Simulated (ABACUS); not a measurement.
The system is MoS2, a slab with vacuum.

```
Mo S
1.0
     3.18454    0.00000    0.00000
    -1.59227    2.75789    0.00000
     0.00000    0.00000   21.67053
Mo S
2 4
Cartesian
  0.0000 1.8386 18.4451
  1.5923 0.9193 3.2254
  1.5923 0.9193 16.8949
  0.0000 1.8386 1.6741
  1.5923 0.9193 19.9965
  0.0000 1.8386 4.7756
```

```yaml
Program: ABACUS 3.10.1
Task: single point
Functional: PBEsol
Potentials_or_basis: PseudoDojo NC SR 0.4.1 PBEsol standard
Cutoff: 1102 eV
Density_cutoff: 4408 eV
Basis: plane waves
k_mesh: 10 × 10 × 2
Occupations: fermi-dirac, width 0.05 eV
Spin: no spin polarisation
```

On this cell: largest force 0.125 eV/Å; band gap on the k mesh 1.38 eV, indirect (least direct gap 1.89 eV).

The same run follows on a disturbed copy (atoms moved at random, drawn with an rms of 0.05 Å):

```
CELL_PARAMETERS angstrom
3.18454 0.00000 0.00000
-1.59227 2.75789 0.00000
0.00000 0.00000 21.67053
ATOMIC_POSITIONS crystal
Mo 0.34384 0.66824 0.85091
Mo 0.67791 0.34480 0.14846
S 0.67064 0.34761 0.77843
S 0.33154 0.66630 0.07732
S 0.65108 0.33668 0.92370
S 0.32899 0.65297 0.21840
```

Question: What changes?

Answer: The energy moves by +17.3 meV/atom; largest force 1.263 eV/Å; band gap on the k mesh 1.30 eV, indirect (least direct gap 1.76 eV).

Forces in eV/Å, atoms in the order of the input:
```
Mo  -1.199  0.397  0.040
Mo  -0.340 -1.068 -0.436
S    0.418 -0.308  0.475
S    0.228  0.356 -0.149
S    0.782 -0.089 -0.494
S    0.111  0.711  0.564
```

Stress tensor (GPa, compression positive):
```
-1.79 -0.19  0.32
-0.19 -2.61  0.73
 0.32  0.73 -0.50
```

Caveats: there are fewer bands than atomic start orbitals, so a level may be missed at k points of high symmetry.

A k mesh can miss the band edges.
